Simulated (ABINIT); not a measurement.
Input of an ABINIT 10.8.3 (patched build) run:

File run.abi:

```
# Pseudopotentials
pp_dirpath "./"
pseudos "Ti.upf, Al.upf"

# Structure
acell 3*1.0
rprim
    -3.6114683927     3.6114683927     8.0892916522
     3.6114683927    -3.6114683927     8.0892916522
     3.6114683927     3.6114683927    -8.0892916522
ntypat 2
znucl 22 13
natom 4
typat 1 2 2 2
xcart
     0.0099549552    -0.0282480692    -0.0190789408
     1.9410308811     0.0420175935     2.1030412108
    -0.0122884165     1.9116418812     2.1052157906
    -0.0290239785     0.0295590884     4.2389279933 Angstrom
chkprim 0
chksymtnons 0
tolsym 1.0e-6

# Plane-wave basis
ecut 1142.878222 eV

# k points
kptopt 1
ngkpt 10 10 10
nshiftk 1
shiftk 0.0 0.0 0.0

# Exchange and correlation
ixc -116133

# Bands and occupations
nband 15
occopt 3
tsmear 0.00183747

# SCF cycle
nstep 100
tolvrs 1.0e-10

# Output
iomode 3
prtwf 0
prtden 0
prteig 0
prtebands 0
enunit 1
```

Potentials or basis: PseudoDojo NC SR PBEsol v0.4.1 standard.

Command:

```console
$ abinit run.abi > log 2>&1
```

What does it give for the band gap on the k mesh?

None (metal or under the smearing width).

What does it give for the pressure?

-0.4 GPa.

Forces in eV/Å, atoms in the order of the input:
```
Ti  -0.252  0.554 -0.122
Al  -0.289 -0.322  0.049
Al   0.208  0.157  0.049
Al   0.333 -0.389  0.024
```
